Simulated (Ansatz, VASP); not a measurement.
# Two plane-wave programs on TiPt3

```xyz
4
Lattice="3.8970 0.0000 0.0000 0.0000 3.8970 0.0000 0.0000 0.0000 3.8970" Properties=species:S:1:pos:R:3 pbc="T T T"
Pt    1.9485    1.9485    0.0000
Pt    1.9485    0.0000    1.9485
Pt    0.0000    1.9485    1.9485
Ti    0.0000    0.0000    0.0000
```

Alike in both runs: task single point; functional PBEsol; k mesh 7 × 7 × 7; occupations fermi-dirac, width 0.05 eV; no spin polarisation.

```csv
,VASP,Ansatz
version,VASP 6.6.1,Ansatz 0.2.0
potentials or method,"VASP PAW PBE potentials, release 64 (Pt, Ti_sv)",Ansatz PAW
plane-wave cutoff (eV),520,420
valence electrons in the cell,42,66
```

|  | VASP | Ansatz | Ansatz less VASP |
| --- | --- | --- | --- |
| gap on the k mesh at the Fermi level (eV) | none | none | - |
| pressure (GPa) | 0.2 | 0.5 | +0.27 |

A gap of «none» marks a metal or a gap that the smearing closes. The functional is the same, so the differences come from potentials, cutoffs and numerics. The two sets of potentials don't hold the same shells in valence.

Caveats: the PAW data sets were made with another functional, which shifts forces and pressure a little (VASP); the PAW data sets come from PBE, with cores solved anew for the run's functional, which leaves a small shift of forces and pressure (Ansatz). The runs have no spin-orbit coupling, so splittings on Pt are missing.
